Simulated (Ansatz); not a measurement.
Method: DFT PBE, scalar-relativistic, plane waves, PAW in Ansatz 0.2.0. All cells share a 420 eV cutoff and Γ-centred k meshes spaced at most about 0.3 Å⁻¹ (about 0.25 or finer for metals, 2π included). No spin polarisation.

Temperature and zero-point effects are left out.

Two forms of Cd7S were relaxed alike.

A.

```
Cd S
1.0
    -3.61587    3.61587    3.61587
     3.61587   -3.61587    3.61587
     3.61587    3.61587   -3.61587
Cd S
7 1
Direct
  0.00000 0.50000 0.50000
  0.50000 0.00000 0.50000
  0.50000 0.50000 0.00000
  0.44296 0.44296 0.44296
  0.00000 0.00000 0.55704
  0.00000 0.55704 0.00000
  0.55704 0.00000 0.00000
  0.00000 0.00000 0.00000
```

B.

```
Cd S
1.0
     3.61322    0.00000    0.00000
    -1.80661    3.12914    0.00000
     0.00000    0.00000   16.95192
Cd S
7 1
Direct
  0.66667 0.33333 0.89952
  0.33333 0.66667 0.10048
  0.33333 0.66667 0.76880
  0.66667 0.33333 0.63538
  0.66667 0.33333 0.23120
  0.33333 0.66667 0.36462
  0.00000 0.00000 0.50000
  0.00000 0.00000 0.00000
```

Question: Which form is favoured at zero pressure, and by what margin per atom?

Answer: B is lower, by 133 meV/atom. A has Cd and S ordered on bcc sites, space group I-43m (No. 217), 23.6 Å³/atom and no gap on its mesh; B has space group P-3m1 (No. 164), 24.0 Å³/atom and no gap. Counting Cd atoms around S (those within 1.25 times the shortest such distance or 1.15 times the sum of covalent radii, 1.27 where that leaves under three), A has S 4 and B has S 6. Both come from invented guesses.

Cells relaxed within their symmetry can be saddle points.
